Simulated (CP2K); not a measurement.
# ZnS (F-43m) in CP2K: further runs

Runs on ZnS. Level: PBE. Tasks: atomic charges.

Everything below comes from runs of CP2K 2026.2. Logs are shortened: lines on timing, memory, paths and dates and some standing lists are left out, and cuts for length are marked.

**What was measured.**

“Electronic, vibrational, and thermodynamic properties of ZnS (zincblende and rocksalt structure)”, 2009, arxiv:0911.5022 quotes, for a bulk crystal of ZnS at 19 K: band gap 3.85 eV (direct).

How close the calculation comes is told below.

**1. The structure**

The structure is cubic, space group F-43m (No. 216). The conventional cell has a = 5.404 Å, b = 5.404 Å, c = 5.404 Å, α = 90.00°, β = 90.00°, γ = 90.00°. Zn (site symmetry -43m) is surrounded by 4 S at 2.34 Å. Around S (site symmetry -43m) lie 4 Zn at 2.34 Å.

**2. Atomic charges, PBE**

File zns_charges.inp:

```
&GLOBAL
  PROJECT zns_charges
  RUN_TYPE ENERGY_FORCE
  PRINT_LEVEL LOW
&END GLOBAL
&FORCE_EVAL
  METHOD QS
  STRESS_TENSOR ANALYTICAL
  &DFT
    BASIS_SET_FILE_NAME BASIS_ccGRB_UZH
    POTENTIAL_FILE_NAME POTENTIAL_UZH
    &MGRID
      CUTOFF 450
      REL_CUTOFF 60
      NGRIDS 5
    &END MGRID
    &QS
      METHOD GPW
      EPS_DEFAULT 1.0E-10
    &END QS
    &KPOINTS
      SCHEME MONKHORST-PACK 9 9 9
      GAMMA_CENTERED T
      SYMMETRY T
      SYMMETRY_BACKEND SPGLIB
    &END KPOINTS
    &SCF
      SCF_GUESS ATOMIC
      EPS_SCF 1.0E-6
      MAX_SCF 100
      ADDED_MOS 10
      CHOLESKY OFF
      EPS_EIGVAL 1.0E-7
      &DIAGONALIZATION ON
        ALGORITHM STANDARD
      &END DIAGONALIZATION
      &MIXING ON
        METHOD BROYDEN_MIXING
        ALPHA 0.4
        BETA 1.5
        NBUFFER 8
      &END MIXING
      &SMEAR ON
        METHOD FERMI_DIRAC
        ELECTRONIC_TEMPERATURE 580.23
      &END SMEAR
    &END SCF
    &XC
      &XC_FUNCTIONAL PBE
      &END XC_FUNCTIONAL
    &END XC
    &PRINT
      &KPOINTS ON
      &END KPOINTS
      &MULLIKEN ON
      &END MULLIKEN
      &MO ON
        ENERGIES T
        OCCUPATION_NUMBERS T
        &EACH
          QS_SCF 0
        &END EACH
        ADD_LAST NUMERIC
      &END MO
      &LOWDIN ON
      &END LOWDIN
      &HIRSHFELD ON
        SHAPE_FUNCTION GAUSSIAN
      &END HIRSHFELD
      &VORONOI ON
        VORONOI_RADII VDW
      &END VORONOI
    &END PRINT
  &END DFT
  &SUBSYS
    &CELL
      A 3.8212050455 0.0000000000 0.0000000000
      B 1.9106025228 3.3092606425 0.0000000000
      C 1.9106025228 1.1030868808 3.1200008547
      PERIODIC XYZ
    &END CELL
    &COORD
      SCALED
      Zn  0.7500000000 0.7500000000 0.7500000000
      S   0.0000000000 0.0000000000 0.0000000000
    &END COORD
    &KIND Zn
      BASIS_SET ccGRB-D-q12
      POTENTIAL GTH-PBE-q12
    &END KIND
    &KIND S
      BASIS_SET ccGRB-D-q6
      POTENTIAL GTH-PBE-q6
    &END KIND
    &PRINT
      &ATOMIC_COORDINATES ON
      &END ATOMIC_COORDINATES
      &CELL ON
      &END CELL
    &END PRINT
  &END SUBSYS
  &PRINT
    &FORCES ON
    &END FORCES
    &STRESS_TENSOR ON
    &END STRESS_TENSOR
  &END PRINT
&END FORCE_EVAL
```

Potentials or basis: POTENTIAL_UZH Zn GTH-PBE-q12, S GTH-PBE-q6; ccGRB-D basis.

Command:

```
$ OMP_NUM_THREADS=1 cp2k.psmp -i zns_charges.inp -o zns_charges.out
```

zns_charges.out:

```text

 CP2K| version string:                                       CP2K version 2026.2
 CP2K| Input file name                                           zns_charges.inp

 GLOBAL| Force Environment number                                              1
 GLOBAL| Basis set file name                                     BASIS_ccGRB_UZH
 GLOBAL| Potential file name                                       POTENTIAL_UZH
 GLOBAL| MM Potential file name                                     MM_POTENTIAL
 GLOBAL| Coordinate file name                                      __STD_INPUT__
 GLOBAL| Method name                                                        CP2K
 GLOBAL| Project name                                                zns_charges
 GLOBAL| Run type                                                   ENERGY_FORCE
 GLOBAL| FFT library                                                       FFTW3
 GLOBAL| Diagonalization library                                       ScaLAPACK
 GLOBAL| Cholesky decomposition library                                ScaLAPACK
 GLOBAL| DGEMM library                                                      BLAS
 GLOBAL| Direct generalized diagonalization requested                          F
 GLOBAL| Matrix multiplication library                                 ScaLAPACK
 GLOBAL| Global print level                                                  LOW
 GLOBAL| Total number of message passing processes                             1
 GLOBAL| Number of threads for this process                                    1
 GLOBAL| CPU model name            Intel(R) Xeon(R) Platinum 8375C CPU @ 2.90GHz

 CELL| Volume [angstrom^3]:                                            39.453545
 CELL| Vector a [angstrom]:       3.821     0.000     0.000   |a| =     3.821205
 CELL| Vector b [angstrom]:       1.911     3.309     0.000   |b| =     3.821205
 CELL| Vector c [angstrom]:       1.911     1.103     3.120   |c| =     3.821205
 CELL| Angle (b,c), alpha [degree]:                                    60.000000
 CELL| Angle (a,c), beta  [degree]:                                    60.000000
 CELL| Angle (a,b), gamma [degree]:                                    60.000000
 CELL| Numerically orthorhombic:                                              NO
 CELL| Periodicity                                                           XYZ

 CELL_REF| Volume [angstrom^3]:                                        39.453545
 CELL_REF| Vector a [angstrom     3.821     0.000     0.000   |a| =     3.821205
 CELL_REF| Vector b [angstrom     1.911     3.309     0.000   |b| =     3.821205
 CELL_REF| Vector c [angstrom     1.911     1.103     3.120   |c| =     3.821205
 CELL_REF| Angle (b,c), alpha [degree]:                                60.000000
 CELL_REF| Angle (a,c), beta  [degree]:                                60.000000
 CELL_REF| Angle (a,b), gamma [degree]:                                60.000000
 CELL_REF| Numerically orthorhombic:                                          NO
 CELL_REF| Periodicity                                                       XYZ
[... 9 lines left out ...]
 TOTAL NUMBERS AND MAXIMUM NUMBERS

  Total number of            - Atomic kinds:                                   2
                             - Atoms:                                          2
                             - Shell sets:                                     4
                             - Shells:                                        11
                             - Primitive Cartesian functions:                 13
                             - Cartesian basis functions:                     41
                             - Spherical basis functions:                     35

  Maximum angular momentum of- Orbital basis functions:                        3
                             - Local part of the GTH pseudopotential:          0
                             - Non-local part of the GTH pseudopotential:      4

 MODULE QUICKSTEP: ATOMIC COORDINATES IN ANGSTROM

   Atom Kind Element         X             Y             Z       Z(eff)     Mass
      1    1 Zn   30      5.731808      3.309261      2.340001  12.0000  65.3800
      2    2 S    16      0.000000      0.000000      0.000000   6.0000  32.0650

 SCF PARAMETERS         Density guess:                                    ATOMIC
                        --------------------------------------------------------
                        max_scf:                                             100
                        max_scf_history:                                       0
                        max_diis:                                              4
[... 5 lines left out ...]
                        --------------------------------------------------------
                        level_shift [a.u.]:                             0.000000
                        added MOs                                        10    0
[... 24 lines left out ...]
 BRILLOUIN|     1           0.01097       -0.44444       -0.44444       -0.44444
 BRILLOUIN|     2           0.03292       -0.44444       -0.44444       -0.33333
 BRILLOUIN|     3           0.03292       -0.44444       -0.44444       -0.22222
 BRILLOUIN|     4           0.03292       -0.44444       -0.44444       -0.11111
 BRILLOUIN|     5           0.00823       -0.44444       -0.44444        0.00000
 BRILLOUIN|     6           0.01646       -0.44444       -0.44444        0.11111
[... 27 lines left out ...]
 BRILLOUIN|    34           0.00823       -0.11111       -0.11111        0.00000
 BRILLOUIN|    35           0.00137        0.00000        0.00000        0.00000
 *******************************************************************************

 Extrapolation method: initial_guess

 Number of electrons:                                                         18
 Number of occupied orbitals:                                                  9
 Number of molecular orbitals:                                                19

 Number of orbital functions:                                                 35
 Number of independent orbital functions:                                     35

 SCF WAVEFUNCTION OPTIMIZATION

  Step     Update method      Time    Convergence         Total energy    Change
  ------------------------------------------------------------------------------
     1 NoMix/Diag. 0.40E+00    3.4     1.22579291       -70.9183244661 -7.09E+01
     2 Broy./Diag. 0.40E+00    3.1     0.03867811       -70.7333040804  1.85E-01
     3 Broy./Diag. 0.40E+00    2.0     0.08094960       -70.7456954993 -1.24E-02
     4 Broy./Diag. 0.40E+00    1.8     0.00884585       -70.8288211311 -8.31E-02
     5 Broy./Diag. 0.40E+00    1.8     0.00390620       -70.8391808998 -1.04E-02
     6 Broy./Diag. 0.40E+00    1.9     0.00147416       -70.8255233803  1.37E-02
     7 Broy./Diag. 0.40E+00    1.8     0.00039415       -70.8158148799  9.71E-03
     8 Broy./Diag. 0.40E+00    1.8     0.00042550       -70.8177541894 -1.94E-03
     9 Broy./Diag. 0.40E+00    1.7     0.00003384       -70.8202043546 -2.45E-03
    10 Broy./Diag. 0.40E+00    1.9     0.00002797       -70.8202789790 -7.46E-05
    11 Broy./Diag. 0.40E+00    2.4     0.00000487       -70.8201339899  1.45E-04
    12 Broy./Diag. 0.40E+00    2.6     0.00000335       -70.8201153762  1.86E-05
    13 Broy./Diag. 0.40E+00    2.7     0.00000056       -70.8201130881  2.29E-06

  *** SCF run converged in    13 steps ***

  Electronic density on regular grids:        -17.9999999348        0.0000000652
  Core density on regular grids:               17.9999999982       -0.0000000018
  Total charge density on r-space grids:        0.0000000634
  Total charge density g-space grids:           0.0000000634

  Overlap energy of the core charge distribution:               0.00000000136858
  Self energy of the core charge distribution:               -103.95351618674722
  Core Hamiltonian energy:                                     31.09637029166961
  Hartree energy:                                              13.36938711553132
  Exchange-correlation energy:                                -11.33235430991486
  Electronic entropic energy:                                  -0.00000000000012
  Fermi energy:                                                 0.16736752176224

  Total energy:                                               -70.82011308809268
  Total energy (extrapolated to T->0):                        -70.82011308809263

 MO| EIGENVALUES AND OCCUPATION NUMBERS FOR K POINT 1
 MO|
 MO|  Index      Eigenvalue [a.u.]        Eigenvalue [eV]             Occupation
 MO|      1              -0.330289              -8.987608               2.000000
 MO|      2              -0.101786              -2.769744               2.000000
 MO|      3              -0.101786              -2.769743               2.000000
 MO|      4              -0.089057              -2.423370               2.000000
 MO|      5              -0.085366              -2.322914               2.000000
 MO|      6              -0.085366              -2.322913               2.000000
[... 349 lines left out ...]
 MO|     18               0.873987              23.782407               0.000000
 MO|     19               1.015149              27.623607               0.000000
 MO| Sum:                                                              18.000000
 MO| E(Fermi):            0.167368 a.u.          4.554302 eV
 MO| Band gap:            0.258462 a.u.          7.033106 eV

 [... the levels of further k-points ...]

 !-----------------------------------------------------------------------------!
                     Mulliken Population Analysis

 #  Atom  Element  Kind  Atomic population                           Net charge
       1     Zn       1         12.355711                             -0.355711
       2     S        2          5.644289                              0.355711
 # Total charge                             18.000000                 -0.000000

 !-----------------------------------------------------------------------------!

 !-----------------------------------------------------------------------------!
                           Hirshfeld Charges

  #Atom  Element  Kind  Ref Charge     Population                    Net charge
      1       Zn     1      12.000         13.088                        -1.088
      2       S      2       6.000          4.912                         1.088

  Total Charge                                                            0.000
 !-----------------------------------------------------------------------------!

 VORONOI| Collecting electron density from MPI ranks and sending to library...
 VORONOI| Voronoi integration finished.

 LOWDIN POPULATION ANALYSIS

 #  Atom  Element  Kind  Atomic population                           Net charge
       1     Zn       1         13.102045                             -1.102045
       2     S        2          4.897955                              1.102045
 # Total charge                             18.000000                 -0.000000

 ENERGY| Total FORCE_EVAL ( QS ) energy [hartree]            -70.820114920221400

 FORCES| Atomic forces [hartree/bohr]
 FORCES|   Atom     x               y               z               |f|
 FORCES|      1 -1.93963361E-06 -1.10898335E-06 -8.10941056E-07   2.37689882E-06
 FORCES|      2  1.97282105E-06  1.12814555E-06  8.24489638E-07   2.41754389E-06
 FORCES| Sum     3.31874401E-08  1.91622008E-08  1.35485815E-08
 FORCES| Total atomic force                                       4.06467733E-08

 STRESS| Analytical stress tensor [bar]
 STRESS|                        x                   y                   z
 STRESS|      x        2.69682785404E+04  -6.02173803771E-02  -4.07620972010E-02
 STRESS|      y       -6.02173803771E-02   2.69679710379E+04  -4.40684270502E-03
 STRESS|      z       -4.07620972010E-02  -4.40684270502E-03   2.69684740831E+04
 STRESS| 1/3 Trace                                             2.69682412205E+04
 STRESS| Determinant                                           1.96136252134E+13

 STRESS| Eigenvectors and eigenvalues of the analytical stress tensor [bar]
 STRESS|                        1                   2                   3
 STRESS| Eigenvalues   2.69679593888E+04   2.69682819190E+04   2.69684823535E+04
 STRESS|      x           0.188232260735      0.961462576419     -0.200395434492
 STRESS|      y           0.981847784860     -0.189063937306      0.015157670530
 STRESS|      z           0.023314016903      0.199610976043      0.979597833225
```

It took 35 s on 1 thread of Intel Xeon Platinum 8375C at 2.90GHz (Ice Lake), shared host; peak memory 0.31 GiB.

Results:

| Quantity | Value |
| --- | --- |
| Free energy | -1927.1133 eV |
| Pressure | 2.7 GPa |
| Band gap on the k mesh | 2.29 eV, direct |
| Mulliken charges | Zn -0.36; S +0.36 e |
| Hirshfeld charges | Zn -1.09; S +1.09 e |
| Voronoi charges | Zn +1.57; S -1.57 e |

Caveat: Hirshfeld charges from Gaussian shapes aren't those from atomic densities; Mulliken charges move with the basis; the basis of atomic orbitals isn't converged, which shifts pressures, moduli and gaps.

**3. Atomic charges, PBE**

Changes to zns_charges.inp since step 2:

```diff
@@ -9,4 +9,5 @@
   &DFT
-    BASIS_SET_FILE_NAME BASIS_ccGRB_UZH
-    POTENTIAL_FILE_NAME POTENTIAL_UZH
+    BASIS_SET_FILE_NAME BASIS_MOLOPT_UCL
+    BASIS_SET_FILE_NAME BASIS_MOLOPT
+    POTENTIAL_FILE_NAME GTH_POTENTIALS
     &MGRID
@@ -87,3 +88,3 @@
     &KIND Zn
-      BASIS_SET ccGRB-D-q12
+      BASIS_SET TZVP-MOLOPT-SR-GTH-q12
       POTENTIAL GTH-PBE-q12
@@ -91,3 +92,3 @@
     &KIND S
-      BASIS_SET ccGRB-D-q6
+      BASIS_SET TZVP-MOLOPT-GTH-q6
       POTENTIAL GTH-PBE-q6
```

Potentials or basis: GTH_POTENTIALS Zn GTH-PBE-q12, S GTH-PBE-q6; TZVP-MOLOPT-SR-GTH, TZVP-MOLOPT-GTH basis.

Command:

```
$ OMP_NUM_THREADS=1 cp2k.psmp -i zns_charges.inp -o zns_charges.out
```

It took 95 s on 1 thread of Intel Xeon Platinum 8375C at 2.90GHz (Ice Lake), shared host; peak memory 0.34 GiB.

Results (log left out):

```yaml
Free_energy: -1926.6585 eV
Pressure: 2.3 GPa
Band_gap_on_the_k_mesh: 2.08 eV, direct
Mulliken_charges: Zn +0.30; S -0.30 e
Hirshfeld_charges: Zn -1.11; S +1.11 e
Voronoi_charges: Zn +1.55; S -1.55 e
```

Levels at points of the mesh, in eV from the valence-band top:
```csv
k point,band 7,band 8,band 9,band 10,band 11,band 12
"(0.00, 0.00, 0.00)",0.00,0.00,0.00,2.08,6.38,6.38
```

Caveat: Hirshfeld charges from Gaussian shapes aren't those from atomic densities; Mulliken charges move with the basis; the basis of atomic orbitals isn't converged, which shifts pressures, moduli and gaps.

[end of part 1 of 2]
